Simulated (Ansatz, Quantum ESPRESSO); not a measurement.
# Rh and the effect of the pressure

The cell as given:

```xyz
1
Lattice="0.0000 1.8979 1.8979 1.8979 0.0000 1.8979 1.8979 1.8979 0.0000" Properties=species:S:1:pos:R:3 pbc="T T T"
Rh    0.0000    0.0000    0.0000
```

Kept alike: task relaxation of cell and atoms; functional PBEsol; k mesh 12 × 12 × 12; occupations fermi-dirac, width 0.05 eV; no spin polarisation. Program: Quantum ESPRESSO, SSSP 1.3 efficiency PBE, cutoff 939 eV. The mesh is that of the run's cell of 1 atom. No spin-orbit coupling.

```csv
"pressure, P (GPa)",volume (Å³/atom)
0,13.470
2,13.383
5,13.258
10,13.063
20,12.719
30,12.420
```

The relaxations keep at least the cell's symmetry (Fm-3m). For a metal such a mesh leaves the last digits unconverged. The runs follow the start's structure, whether or not it is the stable one at these pressures. P is the pressure aimed at, which the runs meet within some hundredths to tenths of a GPa. All rows use potentials made for PBE.

Question: What does the pressure change here?

Answer: The volume falls from 13.470 to 12.420 Å³/atom between 0 and 30 GPa. The volume falls ever more slowly, since the solid stiffens under load. At the pressures aimed at, which the runs meet within some tenths of a GPa, the step from 0 to 5 GPa gives a mean bulk modulus near 315 GPa, the last step 420 GPa. A twin series (Ansatz, all-electron LAPW, scalar-relativistic) moves it by -1.0643 between 0 and 30, against -1.0500 Å³/atom here.
